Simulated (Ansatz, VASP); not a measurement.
# Ag: VASP beside Ansatz

File INCAR:

```
SYSTEM = Ag
ALGO = Normal ; EDIFF = 1E-6
EDIFFG = -0.005 ; ENCUT = 600
GGA = RP ; IBRION = 2
ISIF = 3 ; ISMEAR = -1
IVDW = 12 ; LASPH = .True.
LCHARG = .False. ; LREAL = .False.
LWAVE = .False. ; NELM = 100
NSW = 80 ; PREC = Accurate
SIGMA = 0.05
```

File KPOINTS:

```
k-points
0
Gamma
  11 11 11
  0 0 0
```

Contents of POSCAR:

```
Ag
1.0
    0.0000000000      2.0427500000      2.0427500000
    2.0427500000      0.0000000000      2.0427500000
    2.0427500000      2.0427500000      0.0000000000
Ag
1
Direct
    0.0000000000      0.0000000000      0.0000000000
```

input.yaml

```yaml
crystal:
  lattice:
    - [0.0, 2.04275, 2.04275]
    - [2.04275, 0.0, 2.04275]
    - [2.04275, 2.04275, 0.0]
  atoms:
    - { symbol: Ag, position: [0.0, 0.0, 0.0] }
kpoints:
  mp_grid: { grid: [11, 11, 11] }
scf:
  occupations: { method: fermi_dirac, width: 0.05 }
hamiltonian:
  xc: rpbe
  dispersion: d3bj
  pseudopotentials: { kind: all_electron, lapw: { basis_error: 0.001 } }
output:
  forces: true
  stress: true
relax:
  f_tol: 0.005
  max_steps: 60
  cell: {}
```

Alike in both runs: task relaxation of cell and atoms; functional RPBE; dispersion D3(BJ); k mesh 11 × 11 × 11; occupations fermi-dirac, width 0.05 eV; no spin polarisation.

|  | VASP | Ansatz |
| --- | --- | --- |
| version | VASP 6.6.1 | Ansatz 0.2.0 |
| potentials or method | VASP PAW PBE potentials, release 64 (Ag) | all-electron LAPW, scalar-relativistic |
| plane-wave cutoff (eV) | 600 | see its input |

|  | VASP | Ansatz | Ansatz less VASP |
| --- | --- | --- | --- |
| relaxed volume (Å³/atom) | 14.18 | 14.20 | +0.020 |
| relaxed cell length with the largest relative difference (Å) | 2.717 | 2.718 | +0.0013 |
| energy change over the relaxation (meV/atom) | -286 | -282 | +3.9 |

Ansatz ran all-electron here, so the differences hold the error of VASP's frozen core and of both bases.

Caveats: the volume moved by over 15 % at a fixed basis, so the end points are rough; the volume moved by -17 % from the deposited cell, more than functionals usually miss; the PAW data sets were made with another functional, which shifts forces and pressure a little (VASP); pairwise dispersion overbinds metals, which lowers pressure and volume (VASP).
